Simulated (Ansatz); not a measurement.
# Ir (Fm-3m) in Ansatz: further runs

The runs below take Ir through single point, with PBE.

All numbers are computed with Ansatz 0.2.0; they aren't measurements. Logs are shortened: lines on timing, memory, paths and dates and some standing lists are left out, and cuts for length are marked.

## (1) The structure

Symmetry: Fm-3m, No. 225, cubic system. Conventional cell: a = 3.831 Å, b = 3.831 Å, c = 3.831 Å, α = 90.00°, β = 90.00°, γ = 90.00°. Around Ir (site symmetry m-3m) lie 12 Ir at 2.71 Å.

## (2) Single point, PBE

input.yaml

```yaml
crystal:
  lattice:
    - [0.0, 1.9156, 1.9156]
    - [1.9156, 0.0, 1.9156]
    - [1.9156, 1.9156, 0.0]
  atoms:
    - { symbol: Ir, position: [0.0, 0.0, 0.0] }
hamiltonian:
  xc: pbe
  pseudopotentials: { kind: paw }
kpoints:
  mp_grid: { grid: [12, 12, 12] }
scf:
  occupations: { method: gaussian, width: 0.1 }
output:
  forces: true
  stress: true
  eigenvalues: true
```

Potentials or basis: Ansatz PAW.

Started as:

```
ansatz run input.yaml --threads 2 --pin off --max-ram 5632MiB --backend cpu --events-out ev --progress --plain --runs-dir out
```

The program printed:

```text
Warning: RAYON_NUM_THREADS=2 ignored (pool sized by the plan → 2); use --threads N
Engine: ansatz 0.2.0, aarch64-unknown-linux-gnu
Pseudopotentials: kind: paw
Pseudopotential: Ir, paw, valence charge 17, recommended cutoff 420 eV (normal), Ir.paw.azcp
Functional definition: PBE
  parameter kappa = 0.804
  parameter beta = 0.06672455060314922
  exchange = pbe_x(kappa = kappa, mu = beta*pi^2/3)
  correlation = pbe_c(beta = beta)
Crystal: 1 atoms, lattice volume = 14.059 Å³
Basis set: ecut = 420 eV, 283 PW (Γ), exchange–correlation on 40×40×40 points (8 copies of the dense FFT grid, shifted against one another)
Bands: 13, of which v1, the nominal top of the filled ones, is band 9 counted from 1 (8 counted from 0)
Symmetry: 48 space group operations
Space group: Fm-3m (ITA 225), of the structure as read, at distance tolerance 2.4e-5 Å
k-points: 72 of 1728
Non-local potential: Ir, projectors of the file, l = 0: 3, l = 1: 2, l = 2: 2, l = 3: 1
PAW form: soft (Blöchl's): semilocal exchange-correlation on the pseudo side does not see the compensation charge
PAW one-centre angular grid: Ir, 590 points (default); XC on 64 Gauss nodes
Initial density: superposition of atomic densities (neutral atoms: chi_scale 0, normalization atom), corrected by the library's trained network
Initial wavefunctions: pseudopotential atomic-orbital guess
Functional: x = pbe(κ = 0.804, μ = 0.2195149727645171), c = pbe(β = 0.06672455060314922)
SCF iter   1: F=—  HF=-11935.313593 eV  |F-HF|=—  |Δ(HF+E_count)|=         —  Δρ=4.40e-3  dr2=4.45e-4  ethr=1.77e-3  ⟨swp⟩=5.0  Hψ=4759  notcnv=0
preconditioner: auto → none  [metal: Δε(μ)=0.120 eV  Ē_g=14.327 eV  σ=0.100 eV  W_gap=0.50  n_scr=0 (ndim 8)  ℏωp=29.7 eV  f_vac=0.000  D(μ)=0.53/eV (n_scr^D=0)]
SCF iter   2: F=—  HF=-11935.314091 eV  |F-HF|=—  |Δ(HF+E_count)|=   4.98e-4  Δρ=2.25e-3  dr2=1.16e-4  ethr=2.62e-6  ⟨swp⟩=1.9  Hψ=1794  notcnv=0
SCF iter   3: F=—  HF=-11935.314378 eV  |F-HF|=—  |Δ(HF+E_count)|=   2.87e-4  Δρ=5.26e-4  dr2=3.49e-5  ethr=6.81e-7  ⟨swp⟩=2.0  Hψ=1246  notcnv=0
SCF iter   4: F=—  HF=-11935.314365 eV  |F-HF|=—  |Δ(HF+E_count)|=   1.34e-5  Δρ=1.22e-4  dr2=1.53e-6  ethr=2.05e-7  ⟨swp⟩=2.3  Hψ=1257  notcnv=0
iter 5 did not close the SCF: its close was put off for the readings that it lacked (scf_convergence_deferred on its scf_iter line)
SCF iter   5: F=-11935.314364 eV  HF=-11935.314364 eV  |F-HF|=9.93e-10  |Δ(HF+E_count)|=   2.92e-7  Δρ=2.07e-5  dr2=2.18e-8  ethr=9.02e-9  ⟨swp⟩=2.2  Hψ=1239  notcnv=0
SCF iter   6: F=-11935.314364 eV  HF=-11935.314364 eV  |F-HF|=1.09e-11  |Δ(HF+E_count)|=   3.94e-9  Δρ=6.01e-7  dr2=6.07e-12  ethr=1.28e-10  ⟨swp⟩=3.1  Hψ=3292  notcnv=0
SCF 1 converged in 6 iterations: F = -11935.314364 eV  dr2 = 6.07e-12
SCF converged after 6 iterations
Free energy (F): -11935.314364 eV
Harris-Foulkes:  -11935.314364 eV  (|F-HF|=1.09e-11)
Internal energy: -11935.311721 eV  (E = F + TS)
E sigma→0 (E₀):  -11935.313042 eV
Entropy (-TS):   -0.002644 eV (-2.644 meV/atom)
Fermi energy:    26.075294 eV
--- Per-component energies (eV) ---
  E_band       = -79.504502
  E_kinetic    = 623.790000
  E_local      = -1056.288693  (includes V_loc(G=0)·N_el)
  E_nonlocal   = 72.587785
  E_hartree    = 406.481018
  E_xc         = -268.370461
  E_vxc        = -300.646751  (∫ρ·V_xc dr)
  E_paw        = -9223.444047  (= ΣΔE_a)
  E_vpaw       = -231.908959  (= ΣTr[D̂ρ^β])
  E_aug_tail   = 0.000053  (compensation charges beyond the density's cutoff)
  E_ewald      = -2490.067375
  E_smearing   = -0.002644  (= −TS)
  E_closure    = 0.000000  (closes the sum)
  Σ components = -11935.314364   (vs F -11935.314364, Δ=0.00e0)
--- Forces (eV/Å), atoms counted from 1 ---
  atom   1  Ir    -0.00000000    -0.00000000     0.00000000
  max |Σ_I F_I| component: 4.31e-32 eV/Å
--- Stress (GPa, compression-positive) ---
       11.132110       0.000000       0.000000
       -0.000000      11.132110      -0.000000
        0.000000      -0.000000      11.132110
  P = ⅓ Tr σ = 11.1321 GPa (111.321 kbar)
--- Band table (eV; the first three rows and the last of 72) ---
  k-point 0: bands = ["-66.8677", "-23.3441", "-23.3441", "-23.3441", "14.8389", "22.1022", "22.1022", "22.1022", "24.8208", "24.8208", "39.6172", "45.1602", "45.1602"]
  k-point 1: bands = ["-66.8631", "-23.4003", "-23.3518", "-23.3518", "15.1492", "21.9397", "22.2329", "22.2329", "24.7377", "24.7377", "40.1494", "43.8757", "45.6785"]
  k-point 2: bands = ["-66.8507", "-23.5525", "-23.3727", "-23.3727", "15.9984", "21.6140", "22.4980", "22.4980", "24.6573", "24.6573", "41.2587", "41.9198", "47.1413"]
  k-point 71: bands = ["-66.7770", "-23.8781", "-23.8781", "-23.6516", "19.6964", "21.1041", "21.1041", "24.1933", "27.5454", "34.2381", "35.1047", "35.1047", "39.3868"]
```

Wall time 0.79 s (2 threads of Arm Neoverse N1, shared host); peak memory 0.26 GiB.

Results:

```yaml
Free_energy: -11935.3144 eV
Pressure: 11.1 GPa
Band_gap_on_the_k_mesh: none (metal or under the smearing width)
```

## (3) Single point, PBE

input.yaml: that of step 2 with these lines changed.

```diff
@@ -13,3 +13,3 @@
 scf:
-  occupations: { method: gaussian, width: 0.1 }
+  occupations: { method: gaussian, width: 0.05 }
 output:
```

Potentials or basis: Ansatz PAW.

Started as:

```
ansatz run input.yaml --threads 2 --pin off --max-ram 5632MiB --backend cpu --events-out ev --progress --plain --runs-dir out
```

It took 0.79 s on 2 threads of Arm Neoverse N1, shared host; peak memory 0.26 GiB.

Results (log left out):

| Item | Value |
| --- | --- |
| Free energy | -11935.3134 eV |
| Pressure | 11.1 GPa |
| Band gap on the k mesh | none (metal or under the smearing width) |

Levels at points of the mesh, in eV from the Fermi level:
```csv
k point,band 4,band 5,band 6,band 7,band 8,band 9,band 10,band 11,band 12,band 13
"(0.00, 0.00, 0.00)",-49.41,-11.23,-3.97,-3.97,-3.97,-1.25,-1.25,13.55,19.09,19.09
"(0.00, 0.00, -0.50)",-49.53,-8.21,-4.08,-4.08,-0.83,0.88,0.88,7.31,13.21,19.11
"(0.00, -0.50, -0.50)",-49.71,-8.04,-7.46,0.84,1.47,1.47,1.64,10.58,11.47,11.47
```

The run has no spin-orbit coupling, so splittings on Ir are missing.
